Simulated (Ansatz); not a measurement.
B in its lowest state found on the top face of a (111) slab of Ti (Fm-3m (No. 225)), 4 planes, outer planes Ti (top) and Ti (bottom); 1 a cell of 7.12 Å², its atoms last:

```
Ti B
1.0
     2.86791    0.00000    0.00000
    -1.43396    2.48369    0.00000
     0.00000    0.00000   26.02492
Ti B
4 1
Cartesian
  1.4340 0.8279 8.5000
  0.0000 1.6558 10.8416
  0.0000 0.0000 13.1700
  1.4340 0.8279 15.5890
  0.0000 1.6558 17.1012
```

Method: DFT PBEsol, scalar-relativistic, plane waves, PAW (Ansatz). Plane waves to 420 eV, a k mesh through Γ of 12×12×1 on the computed 5-atom cell and Gaussian smearing (0.10 eV); no spin polarisation. The cell repeats along c with a dipole correction in the vacuum.

The clean top face has a work function of 4.63 eV. Adsorption changes the slab's dipole along +c by Δp = -0.0218 e·Å a cell (-0.10 D an adsorbate).

(1) What change of work function does the Helmholtz equation give?

(2) How does that compare with the calculation?

(3) What does the sign say about the electrons?

Results:

(1) A sheet of dipoles makes a step in an electron's potential energy of −e·Δp/(ε0·A), and e/ε0 = 180.95 eV·Å for Δp in e·Å: −180.95 × (-0.0218)/7.12 = +0.55 eV. This is the change of φ(top) − φ(bottom). If the bottom face is unmoved, φ(top) becomes 5.18 eV.

(2) φ(top) changes by +0.53 eV and φ(bottom) by -0.02 eV, so their difference changes by +0.55 eV. The bottom face hardly moves.

(3) The change of dipole points into the surface (negative end outward), so the work function rises. Electrons gather on the vacuum side. Δp also holds the adsorbate's own dipole and the moves of the surface atoms, so it isn't a charge transfer alone.

The reference crystal is the fcc form of Ti, which isn't its usual structure.